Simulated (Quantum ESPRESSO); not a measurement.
AlNi:

```
Ni Al
1.0
     2.30068   -1.39468    0.00000
     2.30068    1.39468    0.00000
    -1.35645    0.00000    3.88084
Ni Al
1 1
Direct
  0.50000 0.50000 0.50000
  0.00000 0.00000 0.00000
```

The cell comes from a database or a generator and needn't be the stable form of this composition.

```yaml
Program: Quantum ESPRESSO 7.5
Task: single point
Functional: PBE
Potentials_or_basis: SSSP 1.3 efficiency PBE
Cutoff: 748 eV
Density_cutoff: 5987 eV
k_mesh: 11 × 11 × 7
Occupations: fermi-dirac, width 0.05 eV
Spin: collinear spin, ferromagnetic start
Starting_moments: "[1.0, 0.0] μB"
```

On this cell: pressure 2.0 GPa; largest force under 0.003 eV/Å; net moment 0.00 μB per cell; band gap on the k mesh none (metal or under the smearing width).

The same run follows on a disturbed copy (atoms moved at random, drawn with an rms of 0.05 Å):

```
Ni Al
1.0
     2.30068   -1.39468    0.00000
     2.30068    1.39468    0.00000
    -1.35645    0.00000    3.88084
Ni Al
1 1
Cartesian
  1.5863 0.0471 1.9648
  0.0207 0.0096 0.0534
```

What changes?

The energy (extrapolated to zero smearing) moves by +4.3 meV/atom; pressure 2.2 GPa; largest force 0.285 eV/Å; net moment 0.00 μB per cell; band gap on the k mesh none (metal or under the smearing width).

Forces on the atoms (eV/Å):
```
Ni   0.111 -0.116  0.235
Al  -0.111  0.116 -0.235
```

Stress tensor (GPa, compression positive):
```
 2.92  0.08 -0.52
 0.08  0.71  0.05
-0.52  0.05  2.83
```
